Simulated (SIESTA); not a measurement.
MoS2 under changes of volume

One of the cells (18.982 Å³/atom); the others are scaled copies at fixed shape and fractional positions:

```
Mo S
1.0
     3.22746    0.00000    0.00000
    -1.61373    2.79507    0.00000
     0.00000    0.00000    6.31247
Mo S
1 2
Direct
  0.00000 0.00000 0.50000
  0.66667 0.33333 0.74468
  0.33333 0.66667 0.25532
```

Measurements of this composition are mostly on another form, of space group No. 194.

```yaml
Program: SIESTA 5.4.2
Functional: LDA
Potentials_or_basis: PseudoDojo 0.4 standard (LDA files)
Basis: DZP (energy shift 0.003 Ry; two zetas on semicore shells)
Grid_cutoff: 800 Ry
Energy_shift: 0.003 Ry
k_mesh: 9 × 9 × 4
Occupations: fermi-dirac, width 0.05 eV
Spin: no spin polarisation
```

```tsv
volume (Å³/atom)	energy over the lowest point (meV/atom)	pressure (GPa)	largest force (eV/Å)
17.843	12.00	6.0	1.315
18.222	2.06	2.5	0.917
18.602	0.00	-0.6	0.548
18.982	5.04	-3.5	0.206
19.361	16.39	-6.0	0.110
19.741	33.41	-8.3	0.400
20.120	?	?	?
```

Q: What does the run at 20.120 Å³/atom give?

A: Energy over the lowest point 55.47 meV/atom; pressure -10.3 GPa; largest force 0.672 eV/Å.

Worked out: A Birch-Murnaghan fit of order 3 (a polynomial in V^(-2/3)) to the other rows has its minimum at 18.52 Å³/atom with B0 = V·E''(V) = 149 GPa and B' = 4.5 at fixed shape and positions, which overstates the stiffness. It gives 55.44 meV/atom at 20.120 Å³/atom, against the run's 55.47, and -dE/dV = -10.3 GPa, against -10.3.

Energies are extrapolated to zero smearing.

Caveats: the basis of atomic orbitals isn't converged, which shifts pressures, moduli and gaps; forces of over 1 eV/Å show positions far from the minimum, so gaps and moduli don't describe the material at rest (some runs).
